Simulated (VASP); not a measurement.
VASP 6.6.1 run: CaO

INCAR

```
LWAVE = .FALSE.
GGA = PE
LCHARG = .FALSE.
PREC = Accurate
ALGO = Fast
NELM = 120
LASPH = .TRUE.
NBANDS = 15
NSW = 0
IBRION = -1
EDIFF = 1E-7
ISIF = 2
ENCUT = 520
ISMEAR = -1
NELECT = 16.02
SIGMA = 0.02
LREAL = .FALSE.
```

KPOINTS

```
KPOINTS created by Atomic Simulation Environment
0
Gamma
10 10 10
0 0 0
```

POSCAR

```
Ca O
 1.0000000000000000
     0.0000000000000000    2.3735746124000001    2.3735746124000001
     2.3735746124000001    0.0000000000000000    2.3735746124000001
     2.3735746124000001    2.3735746124000001    0.0000000000000000
 Ca  O
   1   1
Cartesian
  0.0000000000000000  0.0000000000000000  0.0000000000000000
  2.3735746124000001  2.3735746124000001  2.3735746124000001
```

The recommended PBE PAW datasets give the neutral cell 16 valence electrons.

Command

```
mpirun -np 1 vasp_std
```

**Question.** How does this run end, and what does it give?

**Answer.** It converged. Results: pressure 7.6 GPa.

OSZICAR

```
N       E                     dE             d eps       ncg     rms          rms(c)
DAV:   1     0.124167105134E+03    0.12417E+03   -0.84786E+03  1410   0.110E+03
DAV:   2    -0.925862146762E+01   -0.13343E+03   -0.12506E+03  1768   0.293E+02
DAV:   3    -0.142329625784E+02   -0.49743E+01   -0.49438E+01  1662   0.584E+01
DAV:   4    -0.143642764194E+02   -0.13131E+00   -0.13123E+00  2016   0.854E+00
DAV:   5    -0.143663528575E+02   -0.20764E-02   -0.20764E-02  1629   0.849E-01    0.856E+00
RMM:   6    -0.127420642746E+02    0.16243E+01   -0.44592E+00  1467   0.114E+01    0.345E+00
RMM:   7    -0.126504505115E+02    0.91614E-01   -0.19706E-01  1533   0.365E+00    0.184E+00
RMM:   8    -0.126501919126E+02    0.25860E-03   -0.95042E-02  1672   0.319E+00    0.634E-01
RMM:   9    -0.126444662550E+02    0.57257E-02   -0.14438E-02  1960   0.914E-01    0.174E-01
RMM:  10    -0.126448581221E+02   -0.39187E-03   -0.32100E-03  1979   0.376E-01    0.116E-01
RMM:  11    -0.126455294665E+02   -0.67134E-03   -0.94056E-04  1768   0.264E-01    0.160E-01
RMM:  12    -0.126451920803E+02    0.33739E-03   -0.87380E-04  1843   0.194E-01    0.138E-02
RMM:  13    -0.126452068665E+02   -0.14786E-04   -0.18608E-04  2069   0.780E-02    0.116E-02
RMM:  14    -0.126452109516E+02   -0.40851E-05   -0.38693E-05  2167   0.294E-02    0.110E-02
RMM:  15    -0.126452119122E+02   -0.96053E-06   -0.11058E-05  2035   0.158E-02    0.715E-03
RMM:  16    -0.126452135914E+02   -0.16793E-05   -0.40196E-06  1850   0.173E-02    0.776E-03
RMM:  17    -0.126452136301E+02   -0.38652E-07   -0.13088E-06  1844   0.826E-03    0.654E-03
RMM:  18    -0.126452128843E+02    0.74579E-06   -0.67461E-07  1662   0.560E-03    0.178E-03
RMM:  19    -0.126452128058E+02    0.78487E-07   -0.28681E-07  1426   0.334E-03
   1 F= -.12645213E+02 E0= -.12645121E+02  d E =-.184464E-03
```

Standard output (part)

```
POSCAR found type information on POSCAR CaO
 POSCAR found :  2 types and       2 ions
 LDA part: xc-table for (Slater+PW92), standard interpolation
 POSCAR, INCAR and KPOINTS ok, starting setup
 WAVECAR not read
 entering main loop
 the old and the new charge density differ
    0.856E+00
WARNING in EDDRMM: call to ZHEGV failed, returncode =   6  3     10
WARNING in EDDRMM: call to ZHEGV failed, returncode =   6  3     14
```

The cell is charged and sits in a uniform background.

For comparison, a separate PBE run of the intended cell, on usual settings and not on those above, gives a gap of 3.62 eV on its mesh and a pressure of 6.9 GPa.
